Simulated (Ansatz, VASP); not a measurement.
## Two plane-wave programs on GaN

```
Ga N
1.0
     0.00000    2.10852    2.10852
     2.10852    0.00000    2.10852
     2.10852    2.10852    0.00000
Ga N
1 1
Direct
  0.00000 0.00000 0.00000
  0.50000 0.50000 0.50000
```

The cell was built by a generator and needn't be a form met in nature.

Alike in both runs: task single point; functional HSE06; k mesh 6 × 6 × 6; no spin polarisation.

|  | VASP | Ansatz |
| --- | --- | --- |
| version | VASP 6.6.1 | Ansatz 0.2.0 |
| potentials or method | VASP PAW PBE potentials, release 64 (Ga_d, N) | plane waves, PAW |
| plane-wave cutoff (eV) | 520 | 420 |
| occupations | gaussian, width 0.01 eV | fixed |
| valence electrons in the cell | 18 | 18 |

|  | VASP | Ansatz | Ansatz less VASP |
| --- | --- | --- | --- |
| gap on the k mesh at the Fermi level (eV) | 1.89 | 1.90 | +0.009 |
| pressure (GPa) | -0.4 | -1.5 | -1.10 |

Ansatz warned: «stress_exchange_threshold_loose».

Caveats: the k mesh is coarse (spacing up to 0.43 Å⁻¹), so the values aren't converged, least of all with exact exchange; the PAW data sets were made with another functional, which shifts forces and pressure a little (VASP). A k mesh can miss the band edges.
